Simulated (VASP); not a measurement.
# How biaxial strain in the (111) plane changes CdSe (F-43m)

Wanted: the response of CdSe to biaxial strain in the (111) plane, as a table, with a fit that predicts a row left out.

Program: VASP 6.6.1. Level of theory: LDA; plane waves and PAW (Cd, Se); cell typed or built by script, in the first sound run; inputs show where later runs differ. Results are calculated unless marked as measured.

## Step 1: The starting structure

It takes space group F-43m (No. 216, cubic). The conventional cell has a = 6.050 Å, b = 6.050 Å, c = 6.050 Å, α = 90.00°, β = 90.00°, γ = 90.00°. Cd has 4 Se at 2.62 Å nearest. Se has 4 Cd at 2.62 Å nearest. Farther neighbours and most contacts between anions are not listed.

Coordinates:

```
Cd Se
1.0
     0.00000    3.02500    3.02500
     3.02500    0.00000    3.02500
     3.02500    3.02500    0.00000
Cd Se
1 1
Cartesian
  0.0000 0.0000 0.0000
  1.5125 1.5125 1.5125
```

## Step 2: Relax the crystal, LDA

The series starts from the cell that this level prefers, so that zero strain is near zero stress.

This step took 2 runs in a row; the last is shown.

Level: LDA; plane waves and PAW (Cd, Se); cell typed or built by script.

File INCAR:

```
SYSTEM = CdSe
PREC = Accurate
ENCUT = 450
EDIFF = 1E-07
NELM = 120
ISMEAR = 0
SIGMA = 0.02
LREAL = .FALSE.
ALGO = Normal
GGA = CA
NBANDS = 15
LASPH = .TRUE.
LORBIT = 11
LWAVE = .FALSE.
LCHARG = .FALSE.
KPAR = 12
IBRION = 2
NSW = 40
ISIF = 3
EDIFFG = -0.005
POTIM = 0.4
```

File POSCAR:

```
CdSe
1.0
    0.0000000000      3.0102352756      3.0102352756
    3.0102352756      0.0000000000      3.0102352756
    3.0102352756      3.0102352756      0.0000000000
Cd Se
1 1
Direct
    0.0000000000      0.0000000000      0.0000000000
    0.2500000000      0.2500000000      0.2500000000
```

File KPOINTS:

```
Automatic mesh
0
Gamma
9 9 9
0 0 0
```

Potentials, in the order of the species: Cd and Se (LDA family, release 64).

Command:

```
$ mpirun -np 12 vasp_std
```

The program printed:

```text
[banner, memory and clock lines left out]
running   12 mpi-ranks, on    1 nodes
[...]
|                                                                             |
|           W    W    AA    RRRRR   N    N  II  N    N   GGGG   !!!           |
|           W    W   A  A   R    R  NN   N  II  NN   N  G    G  !!!           |
|           W    W  A    A  R    R  N N  N  II  N N  N  G       !!!           |
|           W WW W  AAAAAA  RRRRR   N  N N  II  N  N N  G  GGG   !            |
|           WW  WW  A    A  R   R   N   NN  II  N   NN  G    G                |
|           W    W  A    A  R    R  N    N  II  N    N   GGGG   !!!           |
|                                                                             |
|     For optimal performance we recommend to set                             |
|       NCORE = 2 up to number-of-cores-per-socket                            |
|     NCORE specifies how many cores store one orbital (NPAR=cpu/NCORE).      |
|     This setting can greatly improve the performance of VASP for DFT.       |
[...]
|     Unfortunately you need to use the default for GW and RPA                |
|     calculations (for HF NCORE is supported but not extensively tested      |
|     yet).                                                                   |
|                                                                             |

 LDA part: xc-table for (Slater(with rela. corr.)+CA(PZ))
 , standard interpolation
 POSCAR, INCAR and KPOINTS ok, starting setup
[...]
entering main loop
       N       E                     dE             d eps       ncg     rms          rms(c)
DAV:   1     0.101608436601E+03    0.10161E+03   -0.81555E+03  1058   0.960E+02
DAV:   2    -0.319394261818E+01   -0.10480E+03   -0.98807E+02  1239   0.254E+02
DAV:   3    -0.711613717191E+01   -0.39222E+01   -0.39144E+01  1309   0.512E+01
DAV:   4    -0.713291401478E+01   -0.16777E-01   -0.16776E-01  1267   0.333E+00
[...]
DAV:  11    -0.676197850731E+01   -0.45949E-05   -0.17463E-05  1113   0.373E-02    0.124E-02
DAV:  12    -0.676197807916E+01    0.42816E-06   -0.17261E-06  1344   0.198E-02    0.468E-03
DAV:  13    -0.676197812872E+01   -0.49560E-07   -0.21885E-07  1127   0.299E-03
   1 F= -.67619781E+01 E0= -.67619781E+01  d E =-.676198E+01
[...]
reached required accuracy - stopping structural energy minimisation
```

It took 5.6 s on 12 MPI ranks of AMD EPYC 7R43, shared host; peak memory 1.7 GiB.

Lines that name or quote the potential files are left out of all logs, and their timing lines are given in words.

OUTCAR, selected parts (step 2):

```text
  Total       -0.0057860     -0.0057860     -0.0057860     -0.0000000     -0.0000000     -0.0000000
  in kB       -0.1699248     -0.1699248     -0.1699248     -0.0000000     -0.0000000     -0.0000000
  external PRESSURE =      -0.1699248 kB  Pullay stress =       0.0000000 kB

 POSITION                                       TOTAL-FORCE (eV/Angst)
 -----------------------------------------------------------------------------------
      0.00000      0.00000      0.00000         0.000000      0.000000      0.000000
      1.50512      1.50512      1.50512        -0.000000     -0.000000     -0.000000
 -----------------------------------------------------------------------------------
    total drift:                               -0.000000     -0.000000     -0.000000

  FREE ENERGIE OF THE ION-ELECTRON SYSTEM (eV)
  ---------------------------------------------------
  free  energy   TOTEN  =        -6.7619781287 eV

  energy  without entropy=       -6.7619781287  energy(sigma->0) =       -6.76197813

 reached required accuracy - stopping structural energy minimisation

[... 3 further parts left out ...]
[key lines of the parts left out:]
E-fermi :   1.2255
```

This run gave:

| Quantity | Value |
| --- | --- |
| energy(sigma→0) of the program | -6.7620 eV |
| stress, compression positive | -0.02 along [111], -0.02 across it (mean), GPa |
| volume | 54.555 Å³ |
| ionic steps | 1 |

## Step 3: Strain along the normal, LDA

One member in full: the plane is strained by -2 %, and the strain along the normal is moved by secant steps until the normal stress is under 0.012 GPa or five steps are spent; the atoms relax at each step.

This step took 3 runs, each at a new trial strain with the atoms of the one before; the last is shown.

Level: LDA; plane waves and PAW (Cd, Se); cell typed or built by script.

INCAR: that of step 2 with these lines changed.

```diff
@@ -15,7 +15,7 @@
 LCHARG = .FALSE.
-KPAR = 12
-IBRION = 2
-NSW = 40
-ISIF = 3
-EDIFFG = -0.005
-POTIM = 0.4
+KPAR = 3
+IBRION = 1
+NSW = 25
+ISIF = 2
+EDIFFG = -0.004
+POTIM = 0.3
```

File POSCAR:

```
CdSe
1.0
    0.0780191500      3.0280497210      3.0280497210
    3.0280497210      0.0780191500      3.0280497210
    3.0280497210      3.0280497210      0.0780191500
Cd Se
1 1
Direct
    0.0031762507      0.0031762507      0.0031762507
    0.2468237493      0.2468237493      0.2468237493
```

KPOINTS is that of step 2.

Command:

```
$ mpirun -np 3 vasp_std
```

The program printed:

```text
[banner, memory and clock lines left out]
running    3 mpi-ranks, on    1 nodes
[...]
LDA part: xc-table for (Slater(with rela. corr.)+CA(PZ))
 , standard interpolation
 POSCAR, INCAR and KPOINTS ok, starting setup
[...]
entering main loop
       N       E                     dE             d eps       ncg     rms          rms(c)
DAV:   1     0.100939430466E+03    0.10094E+03   -0.83207E+03  2622   0.970E+02
DAV:   2    -0.323762996308E+01   -0.10418E+03   -0.99227E+02  2956   0.254E+02
DAV:   3    -0.710411088078E+01   -0.38665E+01   -0.38564E+01  3033   0.511E+01
DAV:   4    -0.712152450589E+01   -0.17414E-01   -0.17412E-01  3096   0.333E+00
[...]
DAV:  11    -0.674819572818E+01   -0.43524E-05   -0.17199E-05  2942   0.378E-02    0.110E-02
DAV:  12    -0.674819530300E+01    0.42517E-06   -0.21208E-06  3166   0.224E-02    0.424E-03
DAV:  13    -0.674819534112E+01   -0.38117E-07   -0.17344E-07  2862   0.368E-03
   1 F= -.67481953E+01 E0= -.67481953E+01  d E =-.674820E+01
 BRION: g(F)=  0.923E-04 g(S)=  0.000E+00
[...]
DAV:   1    -0.674826212922E+01   -0.66826E-04   -0.14552E-02  2564   0.815E-01    0.203E-02
DAV:   2    -0.674827179323E+01   -0.96640E-05   -0.11140E-04  2970   0.786E-02    0.841E-03
DAV:   3    -0.674827163106E+01    0.16217E-06   -0.71410E-07  3166   0.718E-03    0.516E-03
DAV:   4    -0.674827156342E+01    0.67637E-07   -0.22647E-07  2588   0.330E-03
   2 F= -.67482716E+01 E0= -.67482716E+01  d E =-.762223E-04
 BRION: g(F)=  0.403E-04 g(S)=  0.000E+00 retain N=  1 mean eig= 2.94
 eig:   2.944
[...]
N       E                     dE             d eps       ncg     rms          rms(c)
DAV:   1    -0.674829408434E+01   -0.22453E-04   -0.54995E-02  2564   0.158E+00    0.397E-02
DAV:   2    -0.674833052737E+01   -0.36443E-04   -0.42087E-04  2942   0.153E-01    0.163E-02
DAV:   3    -0.674832992587E+01    0.60150E-06   -0.26937E-06  3159   0.139E-02    0.999E-03
DAV:   4    -0.674832967687E+01    0.24900E-06   -0.85476E-07  3047   0.636E-03    0.108E-03
DAV:   5    -0.674832967921E+01   -0.23399E-08   -0.70404E-08  1560   0.210E-03
   3 F= -.67483297E+01 E0= -.67483297E+01  d E =-.581158E-04
 BRION: g(F)=  0.134E-09 g(S)=  0.000E+00 retain N=  1 mean eig= 2.94
 eig:   2.939
 reached required accuracy - stopping structural energy minimisation
```

Run time: 42 s. Hardware: 3 MPI ranks; peak memory 0.46 GiB; 2 min of CPU time.

OUTCAR, selected parts (step 3):

```text
  Total        0.4142103      0.4142103      0.4142103     -0.2087726     -0.2087726     -0.2087726
  in kB       12.4315778     12.4315778     12.4315778     -6.2658334     -6.2658334     -6.2658334
  external PRESSURE =      12.4315778 kB  Pullay stress =       0.0000000 kB

 POSITION                                       TOTAL-FORCE (eV/Angst)
 -----------------------------------------------------------------------------------
      0.01752      0.01752      0.01752         0.000028      0.000028      0.000028
      1.51601      1.51601      1.51601        -0.000028     -0.000028     -0.000028
 -----------------------------------------------------------------------------------
    total drift:                                0.000065      0.000065      0.000065

  FREE ENERGIE OF THE ION-ELECTRON SYSTEM (eV)
  ---------------------------------------------------
  free  energy   TOTEN  =        -6.7483296792 eV

  energy  without entropy=       -6.7483296792  energy(sigma->0) =       -6.74832968

[... 1 part as in an earlier step ...]

[... 3 further parts left out ...]
[key lines of the parts left out:]
E-fermi :   1.3986
```

This run gave:

| Property | Result |
| --- | --- |
| energy(sigma→0) of the program | -6.7483 eV |
| stress, compression positive | -0.01 along [111], 1.87 across it (mean), GPa |
| ionic steps | 3 |

## Step 4: Band edges, TB-mBJ with spin-orbit coupling

Short lines in KPOINTS_OPT sample the zone centre along and across the normal of the plane, for masses, and the other valleys.

Level: TB-mBJ, spin-orbit coupling; plane waves and PAW (Cd, Se); cell typed or built by script.

TB-mBJ has no energy functional, so the total energy, stress and pressure in this output mean nothing.

File INCAR:

```
SYSTEM = CdSe
PREC = Accurate
ENCUT = 450
EDIFF = 1E-06
NELM = 150
ISMEAR = 0
SIGMA = 0.02
LREAL = .FALSE.
ALGO = Normal
METAGGA = MBJ
LASPH = .TRUE.
LNONCOLLINEAR = .TRUE.
MAGMOM = 0 0 0 0 0 0
NBANDS = 28
GGA_COMPAT = .FALSE.
LSORBIT = .TRUE.
LWAVE = .FALSE.
LCHARG = .FALSE.
KPAR = 3
```

File POSCAR:

```
CdSe
1.0
    0.0780191500      3.0280497210      3.0280497210
    3.0280497210      0.0780191500      3.0280497210
    3.0280497210      3.0280497210      0.0780191500
Cd Se
1 1
Direct
    0.0028558957      0.0028558957      0.0028558957
    0.2471441043      0.2471441043      0.2471441043
```

File KPOINTS:

```
Automatic mesh
0
Gamma
7 7 7
0 0 0
```

File KPOINTS_OPT:

```
Line mode
6
Line-mode
Reciprocal
  0.00000000   0.00000000   0.00000000
  0.02818264   0.02818264   0.02818264

  0.00000000   0.00000000   0.00000000
 -0.01659975   0.01659975  -0.00000000

  0.31000000   0.31000000   0.00000000
  0.50000000   0.50000000   0.00000000

  0.00000000   0.31000000   0.31000000
  0.00000000   0.50000000   0.50000000

  0.45000000   0.45000000   0.45000000
  0.50000000   0.50000000   0.50000000

  0.45000000   0.00000000   0.00000000
  0.50000000   0.00000000   0.00000000

  0.42500000   0.42500000   0.00000000
  0.42562086   0.44909645   0.02409645

  0.50000000   0.50000000   0.50000000
  0.48340025   0.51659975   0.50000000
```

Command:

```
$ mpirun -np 3 vasp_ncl
```

The program printed:

```text
[banner, memory and clock lines left out]
running    3 mpi-ranks, on    1 nodes
[...]
|                                                                             |
|               ----> ADVICE to this user running VASP <----                  |
|                                                                             |
|     You enforced a specific xc type in the INCAR file but a different       |
|     [... a line on the potential file left out ...]
|     I HOPE YOU KNOW WHAT YOU ARE DOING!                                     |
|                                                                             |

 LDA part: xc-table for (None), standard interpolation
 POSCAR, INCAR and KPOINTS ok, starting setup
[...]
entering main loop
       N       E                     dE             d eps       ncg     rms          rms(c)
DAV:   1     0.249508540651E+02    0.24951E+02   -0.79754E+03  4760   0.104E+03
DAV:   2    -0.905165467361E+02   -0.11547E+03   -0.11107E+03  5112   0.288E+02
DAV:   3    -0.961459036650E+02   -0.56294E+01   -0.55864E+01  5488   0.645E+01
DAV:   4    -0.961871378031E+02   -0.41234E-01   -0.41212E-01  5124   0.524E+00
[...]
DAV: 101    -0.941700091570E+02   -0.93290E-05   -0.25042E-11  2432   0.418E-05    0.836E-06
DAV: 102    -0.941700065312E+02    0.26258E-05   -0.10425E-11  2436   0.388E-05    0.255E-05
DAV: 103    -0.941700075093E+02   -0.97817E-06   -0.29876E-12  2436   0.162E-05
   1 F= -.94170008E+02 E0= -.94170008E+02  d E =-.923698E-17  mag=     0.0000    -0.0000    -0.0000
 Start KPOINTS_OPT (optional k-point list driver)
k-point batch [1-48\48]
       N       E                     dE             ncg
DAV:   1     0.218116372472E+04   -0.14353E+05     2768
DAV:   2    -0.340192427935E+04   -0.55831E+04     2992
DAV:   3    -0.366048615071E+04   -0.25856E+03     3224
DAV:   4    -0.366224485722E+04   -0.17587E+01     3096
DAV:   5    -0.366226005116E+04   -0.15194E-01     3048
DAV:   6    -0.366226032442E+04   -0.27326E-03     3156
DAV:   7    -0.366226033101E+04   -0.65858E-05     2912
DAV:   8    -0.366226033122E+04   -0.21579E-06     2332
```

It took 23 min on 3 MPI ranks; peak memory 1.5 GiB.

Parts of OUTCAR (step 4):

```text
  LATTYP: Found a trigonal (rhomboedric) cell.
 ALAT       =     4.2830196373
 COS(alpha) =     0.5255910191

 Subroutine GETGRP returns: Found  6 space group operations
 (whereof  6 operations were pure point group operations)

The static configuration has the point symmetry C_3v.

 Found     84 irreducible k-points:

   k-points           NKPTS =     84   k-points in BZ     NKDIM =     84   number of bands    NBANDS=     28

   dimension x,y,z NGX =    30 NGY =   30 NGZ =   30
   dimension x,y,z NGXF=    60 NGYF=   60 NGZF=   60

   ENCUT  =  450.0 eV  33.07 Ry    5.75 a.u.   7.41  7.41  7.41*2*pi/ulx,y,z

   NELECT =      18.0000    total number of electrons

 E-fermi :   2.0463

 k-point     1 :       0.0000    0.0000    0.0000
  band No.  band energies     occupation
    ...
     14       1.5077      1.00000
     15       1.8308      1.00000
     16       1.8308      1.00000
     17       1.9388      1.00000
     18       1.9388      1.00000
     19       3.7970      0.00000
     20       3.7970      0.00000
     21       8.1783      0.00000
     22       8.1783      0.00000
     23       8.6477      0.00000
    ...

 k-point     2 :       0.1429    0.0000    0.0000
  band No.  band energies     occupation
    ...
     14       0.6635      1.00000
     15       1.4433      1.00000
     16       1.4742      1.00000
     17       1.7174      1.00000
     18       1.7340      1.00000
     19       4.6563      0.00000
     20       4.6632      0.00000
     21       8.3207      0.00000
     22       8.3863      0.00000
     23       8.6012      0.00000
    ...

  Total      -30.8854419    -30.8854419    -30.8854419     -0.2136984     -0.2136984     -0.2136984
  in kB     -926.9561734   -926.9561734   -926.9561734     -6.4136707     -6.4136707     -6.4136707
  external PRESSURE =    -926.9561734 kB  Pullay stress =       0.0000000 kB

 POSITION                                       TOTAL-FORCE (eV/Angst)
 -----------------------------------------------------------------------------------
      0.01752      0.01752      0.01752        -0.076221     -0.076221     -0.076221
      1.51601      1.51601      1.51601         0.076221      0.076221      0.076221
 -----------------------------------------------------------------------------------
    total drift:                               -0.181632     -0.181632     -0.181632

  FREE ENERGIE OF THE ION-ELECTRON SYSTEM (eV)
  ---------------------------------------------------
  free  energy   TOTEN  =       -94.1700075093 eV

  energy  without entropy=      -94.1700075093  energy(sigma->0) =      -94.17000751

 Spin-Orbit-Coupling matrix elements
 Ion:    1  E_soc:     -0.0552203
 Ion:    2  E_soc:     -0.0359540

[... 1 part as in an earlier step ...]

[... 7 further parts left out ...]
```

## Step 5: Band edges, r2SCAN with spin-orbit coupling

Short lines in KPOINTS_OPT sample the zone centre along and across the normal of the plane, for masses, and the other valleys.

Level: r2SCAN, spin-orbit coupling; plane waves and PAW (Cd, Se); cell typed or built by script.

INCAR: that of step 4 with these lines changed.

```diff
@@ -4,3 +4,3 @@
 EDIFF = 1E-06
-NELM = 150
+NELM = 100
 ISMEAR = 0
@@ -9,3 +9,3 @@
 ALGO = Normal
-METAGGA = MBJ
+METAGGA = R2SCAN
 LASPH = .TRUE.
```

POSCAR is that of step 4.

KPOINTS is that of step 4.

KPOINTS_OPT is that of step 4.

Command:

```
$ mpirun -np 3 vasp_ncl
```

The program printed:

```text
[banner, memory and clock lines left out]
running    3 mpi-ranks, on    1 nodes
[...]
[... a notice as in an earlier step ...]

 LDA part: xc-table for (None), standard interpolation
 POSCAR, INCAR and KPOINTS ok, starting setup
[...]
entering main loop
       N       E                     dE             d eps       ncg     rms          rms(c)
DAV:   1    -0.401125682870E+03   -0.40113E+03   -0.81378E+03  4760   0.106E+03
DAV:   2    -0.519516956339E+03   -0.11839E+03   -0.11369E+03  5112   0.292E+02
DAV:   3    -0.525594800983E+03   -0.60778E+01   -0.60350E+01  5500   0.679E+01
DAV:   4    -0.525639098722E+03   -0.44298E-01   -0.44275E-01  5108   0.551E+00
[...]
DAV:  12    -0.520843625106E+03    0.35199E-04   -0.84214E-05  5036   0.137E-01    0.457E-02
DAV:  13    -0.520843622734E+03    0.23720E-05   -0.31886E-05  4992   0.652E-02    0.152E-02
DAV:  14    -0.520843622999E+03   -0.26508E-06   -0.16663E-06  4572   0.129E-02
   1 F= -.52084362E+03 E0= -.52084362E+03  d E =-.939190E-18  mag=     0.0000     0.0000     0.0000
 Start KPOINTS_OPT (optional k-point list driver)
k-point batch [1-48\48]
       N       E                     dE             ncg
DAV:   1     0.164720589635E+04   -0.14887E+05     2728
DAV:   2    -0.410743329934E+04   -0.57546E+04     3028
DAV:   3    -0.438439139412E+04   -0.27696E+03     3192
DAV:   4    -0.438627475223E+04   -0.18834E+01     2976
DAV:   5    -0.438628792511E+04   -0.13173E-01     2924
DAV:   6    -0.438628811151E+04   -0.18640E-03     3024
DAV:   7    -0.438628811523E+04   -0.37138E-05     2540
DAV:   8    -0.438628811537E+04   -0.14022E-06     2000
```

It took 12 min on 3 MPI ranks; peak memory 1.3 GiB.

(Part 1 of 2 ends here.)

[Lines on the potential files, build, host, timing and source positions are cut from VASP's logs without a mark.]

[Logs are printed without paths, hosts, clocks, repeated set-up lines and the standing remarks that a program may print on its own settings, such as how far it seeks lower states.]

[Hosts, paths, dates, database ids (printed as entryN), source tags and the programs' standing remarks are cut or masked in the printed files.]

[In band tables of VASP the shares of atoms and orbitals are scaled to a sum of 1 inside the atoms' spheres.]
